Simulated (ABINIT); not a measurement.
Runs of ABINIT 10.8.3 (patched build) on CuO (Tenorite). Symmetry: C2/c, No. 15, monoclinic system. Conventional cell: a = 4.684 Å, b = 3.423 Å, c = 5.129 Å, α = 90.00°, β = 99.54°, γ = 90.00°. Around Cu (site symmetry -1) lie 4 O at 1.95 to 1.96 Å. Around O (site symmetry 2) lie 4 Cu at 1.95 to 1.96 Å. 

| level | potentials or basis | k mesh | mesh quality | gap on the mesh (eV) | largest force (eV/Å) |
| --- | --- | --- | --- | --- | --- |
| LDA | JTH PAW LDA v2.0 | 6 × 6 × 3 | coarse | none | 0.46 |
| PBE | JTH PAW PBE v2.0 | 6 × 6 × 3 | coarse | none | 0.25 |
| PBEsol | JTH PAW PBE v2.0 | 6 × 6 × 3 | coarse | none | (b) |
| LDA | JTH PAW LDA v2.0 | 8 × 8 × 4 | not flagged | none | 0.47 |
| PBEsol | JTH PAW PBE v2.0 | 4 × 4 × 2 | coarse | none | 0.35 |
| PBE | JTH PAW PBE v2.0 | 4 × 4 × 2 | coarse | none | (a) |
| LDA | JTH PAW LDA v2.0 | 4 × 4 × 2 | coarse | none | 0.47 |

Alike in all rows: task single point; no spin polarisation; cell as given; cutoff (eV) 626; smearing fermi-dirac 0.05 eV.

Task: Fill in the values left out.

Result: (a) 0.27; (b) 0.34.

Caveats: some runs use coarse meshes; the run has no spin polarisation, though such a crystal can be magnetic; semilocal functionals often make such compounds metallic where correlation or magnetic order opens a gap, which also shifts bond lengths; the PAW data sets were made with another functional, which shifts forces and pressure a little (some runs).

A gap of «none» marks a metal or a gap under the smearing width.
